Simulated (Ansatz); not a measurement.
AlNi3:

```xyz
4
Lattice="3.5231 0.0000 0.0000 0.0000 3.5231 0.0000 0.0000 0.0000 3.5231" Properties=species:S:1:pos:R:3 pbc="T T T"
Ni    1.7615    1.7615    0.0000
Ni    1.7615    0.0000    1.7615
Ni    0.0000    1.7615    1.7615
Al    0.0000    0.0000    0.0000
```

The cell is a database's computed one.

Alike in all runs: program Ansatz 0.2.0; functional PBEsol; potentials or basis Ansatz PAW; cutoff 420 eV (not typed: the program's choice for these potentials); k mesh 6 × 6 × 6; occupations fermi-dirac, width 0.05 eV.

The same cell was started in several ways:

```csv
start,free energy over the lowest (meV/atom),net moment (μB),site or absolute moments (μB),gap
"collinear spin, ferromagnetic start of up to 1 μB",0.0,0.67,Ni +0.25; Al -0.02,none (metal or under the smearing width)
"collinear spin, random start of up to 0.79 μB",0.0,-0.67,Ni -0.25; Al +0.02,none (metal or under the smearing width)
no spin polarisation,2.4,-,-,none (metal or under the smearing width)
"collinear spin, ferrimagnetic start of up to 1 μB",0.0,0.67,Ni +0.25; Al -0.02,none (metal or under the smearing width)
"collinear spin, antiferromagnetic start of up to 1 μB",0.0,0.67,Ni +0.25; Al -0.02,none (metal or under the smearing width)
"non-collinear spin, random start of up to 0.79 μB",0.0,0.67,absolute 0.82,none (metal or under the smearing width)
"non-collinear spin, antiferromagnetic start of up to 1 μB",0.0,0.67,absolute 0.82,none (metal or under the smearing width)
```

Allowing spin polarisation gains 2 meV/atom. A still lower state may exist.

Caveats: the starting moments weren't kept (some runs).
